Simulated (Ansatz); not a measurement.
GaP: course of a relaxation

Theory: Ansatz 0.2.0, DFT PBEsol, scalar-relativistic, plane waves, PAW. Run with 420 eV cutoff, 10×10×10 k-mesh, Gaussian smearing of 0.02 eV, no spin polarisation.

What was changed in ZnS: S → P, Zn → Ga on all its sites, cell and atoms relaxed.

Command:

```bash
ansatz run input.yaml --threads 1 --pin off --max-ram 2560MiB --backend cpu --events-out ev --progress --plain --runs-dir out
```

Input:

```yaml
crystal:
  lattice:
    - [0.0, 2.6935032532, 2.6935032532]
    - [2.6935032532, 0.0, 2.6935032532]
    - [2.6935032532, 2.6935032532, 0.0]
  atoms:
    - { symbol: Ga, position: [0.0, 0.0, 0.0] }
    - { symbol: P, position: [0.25, 0.25, 0.25] }
basis:
  ecutwfc: 420
kpoints:
  mp_grid: { grid: [10, 10, 10] }
hamiltonian:
  xc: pbesol
scf:
  occupations: { method: gaussian, width: 0.02 }
output:
  forces: true
  stress: true
  eigenvalues: true
relax:
  adjacent_minimum: "off"
  f_tol: 0.01
  max_steps: 60
  cell: { stress_tol: 0.1 }
```

F is the free energy. Steps run on the plane waves of an earlier cell, but the last one, and at times one on the way, on a freshly chosen basis, so a repeated geometry can differ a little in energy.

Steps:

```tsv
step	F − F(1) (eV)	largest force component (eV/Å)	V (Å³/atom)	P (GPa)
1	0.0000	0.000	19.541	2.58
2	-0.0078	0.000	19.924	0.79
3	-0.0086	0.000	20.097	0.04
4	-0.0089	0.000	20.097	0.04
```

Relaxed structure:

```cif
data_structure
_symmetry_space_group_name_H-M 'P 1'
_symmetry_Int_Tables_number 1
_cell_length_a 3.8450
_cell_length_b 3.8450
_cell_length_c 3.8450
_cell_angle_alpha 60.000
_cell_angle_beta 60.000
_cell_angle_gamma 60.000
_cell_volume 40.19
loop_
_atom_site_label
_atom_site_type_symbol
_atom_site_fract_x
_atom_site_fract_y
_atom_site_fract_z
_atom_site_occupancy
Ga1 Ga 0.00000 0.00000 0.00000 1
P1 P 0.25000 0.25000 0.25000 1
```

Symmetry: F-43m, No. 216, cubic system. The conventional cell has a = 5.438 Å, b = 5.438 Å, c = 5.438 Å, α = 90.00°, β = 90.00°, γ = 90.00°. Ga (site symmetry -43m) has 4 P at 2.35 Å as nearest neighbours. Around P (site symmetry -43m) lie 4 Ga at 2.35 Å.

The run converged. The run took 16 s on 1 thread of Intel(R) Xeon(R) Platinum 8259CL CPU @ 2.50GHz (Skylake/Cascade Lake) (shared host), peak memory 0.39 GiB.